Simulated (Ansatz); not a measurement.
A crystal in the fcc structure was computed with PBE in Ansatz (plane waves, PAW datasets (generated soft set 1); cutoff 420 eV), no spin polarisation, no spin–orbit coupling, Fermi–Dirac smearing of 0.061 eV, k-spacing 0.06 Å⁻¹. It has a₀ = 3.437 Å and B₀ = 50 GPa.

Which is it?
A. Li
B. F
C. Pb
D. Tl
E. Ca

B. The five: F 3.437 Å, 50 GPa; Tl 4.993 Å, 27 GPa; Ca 5.526 Å, 17.4 GPa; Pb 5.040 Å, 40 GPa; Li 4.324 Å, 13.8 GPa.

Model structures, not the usual forms at ambient conditions (metastable or hypothetical): F, Tl, Li. Spin polarisation is left out, and a magnetic state may lie lower for F. Spin–orbit coupling is left out, which matters for 6p elements such as Tl, Pb and Bi.
